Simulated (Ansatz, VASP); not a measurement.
# One calculation of SiC, two programs

```
CELL_PARAMETERS angstrom
2.57651 0.00000 0.00000
0.00000 3.35747 0.00000
0.00000 0.00000 4.94116
ATOMIC_POSITIONS crystal
C 0.75000 0.00000 0.91255
C 0.25000 0.00000 0.08745
Si 0.25000 0.50000 0.29243
Si 0.75000 0.50000 0.70757
```

Alike in both runs: task single point; functional LDA; k mesh 6 × 6 × 4; occupations fermi-dirac, width 0.02 eV; no spin polarisation.

|  | VASP | Ansatz |
| --- | --- | --- |
| version | VASP 6.6.1 | Ansatz 0.2.0 |
| potentials or method | VASP PAW LDA potentials, release 64 (C, Si) | plane waves |
| plane-wave cutoff (eV) | 520 | 420 |
| valence electrons in the cell | 16 | 16 |

Ansatz gave:

```
pressure (GPa)                                  : -4.7
largest component of the traceless stress (GPa) : 3.65
rms of the force components (eV/Å)              : 0.258
```

Question: What did VASP give for the same quantities?

Answer: Pressure (GPa): -4.3; largest component of the traceless stress (GPa): 3.70; rms of the force components (eV/Å): 0.237.

Atom by atom the forces differ by 0.020 eV/Å (rms over components).

Caveats: the k mesh is coarse (spacing up to 0.41 Å⁻¹), so the values aren't converged.
